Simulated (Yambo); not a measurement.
HgSe: optical spectrum by the Bethe-Salpeter equation with PBE

Crystal: HgSe.

```
CELL_PARAMETERS angstrom
0.00000 3.03900 3.03900
3.03900 0.00000 3.03900
3.03900 3.03900 0.00000
ATOMIC_POSITIONS crystal
Hg 0.00000 0.00000 0.00000
Se 0.75000 0.75000 0.75000
```

| Item | Value |
| --- | --- |
| Program | Yambo 5.3.0 |
| Task | optical spectrum by the Bethe-Salpeter equation |
| Functional | PBE |
| Potentials or basis | PseudoDojo 0.5 SR PBE standard |
| Cutoff | 1170 eV |
| Density cutoff | 4680 eV |
| k mesh | 6 × 6 × 6 |
| Occupations | fermi-dirac, width 0.05 eV |
| Spin | no spin polarisation |
| k mesh of the self-consistent run | 8 × 8 × 8 |
| Random integration of the Coulomb term | yes |
| Direction of the field or of q to 0 | x + y + z |
| Broadening | 0.05 eV |
| Kernel | screened exchange |
| Terms kept | resonant alone |
| Solver | diagonalisation |
| Correction of the levels | none |
| Top of the energy range | 10 eV |
| Energy points | 300 |
| Bands of the transition space (first, last) | [17, 21] |
| Bands in the response | 48 |
| Cutoff of the response matrix | 5 Ry |
| Cutoff of exchange and Vxc | 10 Ry |

```yaml
Band_gap_on_the_k_mesh_mean-field_level: none (metal or under the smearing width)
```

Dielectric function (along the field direction of the input):
```csv
energy (eV),real part,imaginary part
0.27,10.76,0.47
0.60,16.21,1.49
0.94,40.98,51.73
1.27,-0.91,2.63
1.61,16.31,5.36
1.94,1.13,14.83
2.27,-7.00,1.86
2.61,0.84,1.05
2.94,15.08,11.58
3.28,-6.93,6.67
3.61,-5.09,1.46
3.95,1.06,1.34
4.28,8.14,6.58
4.62,3.15,3.41
4.95,-8.28,7.02
5.28,-2.09,4.41
5.62,-3.67,5.45
5.95,0.49,4.09
6.29,-1.72,4.04
6.62,-7.06,3.13
6.96,-4.81,5.92
7.29,-4.73,1.28
7.63,-4.29,3.39
7.96,-5.04,0.76
8.29,-2.81,1.95
8.63,-2.24,1.06
8.96,-3.07,0.17
9.30,-2.14,0.24
9.63,-2.40,0.27
10.00,-2.42,0.21
```

Caveat: the intraband (Drude) term of the metal is left out; the ground state has no gap, which makes the many-body step unreliable; the transitions start from uncorrected Kohn-Sham levels, so peaks lie too low; exciton energies and binding change strongly with the k mesh and aren't converged on this one; the real part holds the resonant terms alone and isn't the full dielectric function; spectra need much finer meshes, so this one isn't converged. The run has no spin-orbit coupling, so splittings on Hg are missing.
